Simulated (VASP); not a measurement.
Calculation: PBEsol GGA, VASP's PBE PAW potentials (set 64) (plane waves; VASP).

Input for VASP

File KPOINTS:
```
Automatic
0
G
7 7 7
0 0 0
```

**INCAR**
```
! general
SYSTEM =CsI
PREC   =Accurate
ENCUT  =500
LREAL  =.False.
LASPH  =.True.

! electronic loop
EDIFF  =1E-6
NELM   =100
ALGO   =Normal
LMAXMIX=4

! smearing
ISMEAR =0
SIGMA  =0.05

! functional
GGA    =PS

! ions
IBRION =2
NSW    =40
ISIF   =3
EDIFFG =-0.02
PSTRESS=450

! output
LWAVE  =.False.
LCHARG =.False.
```

File POSCAR:
```
CsI
1.0
  3.6271824344   0.0000000000   0.0000000000
  0.0000000000   3.6271824344   0.0000000000
  0.0000000000   0.0000000000   3.6271824344
Cs I
1 1
Direct
  0.0000000000   0.0000000000   0.0000000000
  0.5000000000   0.5000000000   0.5000000000
```

POTCAR, in this order: Cs_sv I (PBE.64 set). Program: vasp_std.

The run wrote:

File OSZICAR:
```
       N       E                     dE             d eps       ncg     rms          rms(c)
DAV:   1     0.919674699781E+02    0.91967E+02   -0.74389E+03   480   0.118E+03
DAV:   2     0.317557532425E+01   -0.88792E+02   -0.80998E+02   676   0.185E+02
DAV:   3    -0.263917321283E+01   -0.58147E+01   -0.57811E+01   616   0.523E+01
DAV:   4    -0.269479006606E+01   -0.55617E-01   -0.55600E-01   536   0.622E+00
DAV:   5    -0.269542844146E+01   -0.63838E-03   -0.63835E-03   588   0.663E-01    0.567E+00
DAV:   6    -0.255584650501E+01    0.13958E+00   -0.17410E-01   512   0.290E+00    0.354E+00
DAV:   7    -0.252594888171E+01    0.29898E-01   -0.17271E-01   528   0.278E+00    0.776E-01
DAV:   8    -0.252498713504E+01    0.96175E-03   -0.23664E-02   516   0.120E+00    0.376E-01
DAV:   9    -0.252511806007E+01   -0.13093E-03   -0.13515E-03   576   0.275E-01    0.325E-01
DAV:  10    -0.252501448780E+01    0.10357E-03   -0.14107E-03   524   0.258E-01    0.384E-01
DAV:  11    -0.252615424142E+01   -0.11398E-02   -0.28707E-03   528   0.358E-01    0.487E-01
DAV:  12    -0.252554260950E+01    0.61163E-03   -0.53724E-04   520   0.180E-01    0.458E-01
DAV:  13    -0.252547065904E+01    0.71950E-04   -0.66205E-05   564   0.540E-02    0.421E-01
DAV:  14    -0.252527361106E+01    0.19705E-03   -0.78449E-05   524   0.579E-02    0.365E-01
DAV:  15    -0.252519406019E+01    0.79551E-04   -0.27906E-05   540   0.346E-02    0.311E-01
DAV:  16    -0.252518448447E+01    0.95757E-05   -0.15072E-06   404   0.881E-03    0.303E-01
DAV:  17    -0.252508712740E+01    0.97357E-04   -0.36994E-05   520   0.406E-02    0.256E-01
DAV:  18    -0.252492857566E+01    0.15855E-03   -0.28236E-04   508   0.111E-01    0.102E-01
DAV:  19    -0.252491432585E+01    0.14250E-04   -0.61412E-05   564   0.512E-02    0.344E-02
DAV:  20    -0.252491254852E+01    0.17773E-05   -0.90215E-06   516   0.201E-02    0.113E-02
DAV:  21    -0.252491266077E+01   -0.11225E-06   -0.87254E-07   272   0.657E-03
   1 F= 0.10878338E+02 E0= 0.10878338E+02  d E =0.108783E+02
```

### OUTCAR
```
------------------------ aborting loop because EDIFF is reached ----------------------------------------
  FORCE on cell =-STRESS in cart. coord.  units (eV):
  Direction    XX          YY          ZZ          XY          YZ          ZX
  --------------------------------------------------------------------------------------
  Total       13.4018437     13.4018437     13.4018437     -0.0000000      0.0000000     -0.0000000
  in kB      449.9527733    449.9527733    449.9527733     -0.0000000      0.0000000     -0.0000000
  external PRESSURE =      -0.0472267 kB  Pullay stress =     450.0000000 kB
  volume of cell :       47.72
      direct lattice vectors                 reciprocal lattice vectors
     3.627182434  0.000000000  0.000000000     0.275696086  0.000000000  0.000000000
     0.000000000  3.627182434  0.000000000     0.000000000  0.275696086  0.000000000
     0.000000000  0.000000000  3.627182434     0.000000000  0.000000000  0.275696086
 POSITION                                       TOTAL-FORCE (eV/Angst)
 -----------------------------------------------------------------------------------
      0.00000      0.00000      0.00000         0.000000      0.000000      0.000000
      1.81359      1.81359      1.81359         0.000000      0.000000      0.000000
 -----------------------------------------------------------------------------------
    total drift:                               -0.000000      0.000000      0.000000
  FREE ENERGIE OF THE ION-ELECTRON SYSTEM (eV)
  ---------------------------------------------------
  free  energy   TOTEN  =        -2.5249126608 eV

  energy  without entropy=       -2.5249126608  energy(sigma->0) =       -2.52491266
  enthalpy is  TOTEN    =        10.8783377087 eV   P V=       13.4032503694

 reached required accuracy - stopping structural energy minimisation
```
(Selected blocks of OUTCAR.)

The compound is CsI in the CsCl type structure. It was relaxed first under an external pressure of 45 GPa.
